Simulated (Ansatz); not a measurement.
RbBr (Pm-3m) from a database structure (r2SCAN geometry), in Ansatz:

```xyz
2
Lattice="4.1243 0.0000 0.0000 0.0000 4.1243 0.0000 0.0000 0.0000 4.1243" Properties=species:S:1:pos:R:3 pbc="T T T"
Rb    0.0000    0.0000    0.0000
Br    2.0621    2.0621    2.0621
```

G0W0@r2SCAN with 263 empty bands, a screening cutoff of 140 eV and a 4×4×4 mesh (PAW, contour deformation) gives 6.779 eV over the mesh points, from an r2SCAN gap of 4.832 eV; it sums over 271 bands with 251 plane waves in the screening and a wave cutoff of 500 eV. G0W0 here is at a finite number of bands, screening cutoff and k mesh, not at the basis limit. Calculated for a static, non-magnetic cell.

Problem. Estimate the gap with frequency model Godby-Needs pole.

Solution. 6.758 eV (-0.021 eV), from a Kohn-Sham gap of 4.832 eV.

Problem. Estimate the gap with mesh 6×6×6, empty bands 113, screening cutoff 80 eV.

Solution. 6.572 eV (-0.207 eV), from a Kohn-Sham gap of 4.834 eV.

Problem. Estimate the gap with empty bands 484, screening cutoff 210 eV.

Solution. 6.851 eV (+0.072 eV), from a Kohn-Sham gap of 4.832 eV.

The runs are scalar-relativistic, without spin-orbit coupling.
